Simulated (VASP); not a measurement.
A run of VASP 6.6.1:

The input INCAR:

```
PREC     = Accurate       # precision mode
ENCUT    = 600            # plane-wave cutoff, eV
EDIFF    = 1E-7           # SCF threshold, eV
ISMEAR   = -1             # smearing method
SIGMA    = 0.05           # smearing width, eV
LREAL    = F              # projectors in reciprocal space
LASPH    = T              # aspherical terms in the spheres
NELM     = 80             # most SCF steps
ALGO     = Fast           # electronic algorithm
ISIF     = 3              # what is computed and relaxed
LWAVE    = F              # write WAVECAR
LCHARG   = F              # write CHGCAR
GGA      = PE             # functional
IVDW     = 12             # dispersion correction
IBRION   = 2              # ionic algorithm
NSW      = 40             # ionic steps
EDIFFG   = -0.005         # ionic threshold
```

File KPOINTS:

```
Automatic mesh
0
Gamma
  6 6 9
```

Contents of POSCAR:

```
TiO2
1.0
    4.5998373239      0.0000000000      0.0000000000
    0.0000000000      4.5998373239      0.0000000000
    0.0000000000      0.0000000000      2.9592135600
Ti O
2 4
Direct
    0.0000000000      0.0000000000      0.5000000000
    0.5000000000      0.5000000000      0.0000000000
    0.3043213200      0.3043213200      0.5000000000
    0.1956786800      0.8043213200      0.0000000000
    0.8043213200      0.1956786800      0.0000000000
    0.6956786800      0.6956786800      0.5000000000
```

Potentials or basis: VASP PAW PBE potentials, release 64 (Ti_sv, O).

The run is started by

```bash
$ cat potpaw_PBE.64/Ti_sv/POTCAR potpaw_PBE.64/O/POTCAR > POTCAR
$ mpirun -np 1 vasp_std > vasp.out
```

Hardware: 1 thread of AMD EPYC 7571, with other jobs on the host.

**Question.** How long does it take, and how much memory?

**Answer.** Wall time 20 min on 1 thread of AMD EPYC 7571, with other jobs on the host, peak memory 0.23 GiB. Counts: scf iterations 62, k points 50, ion steps 4.
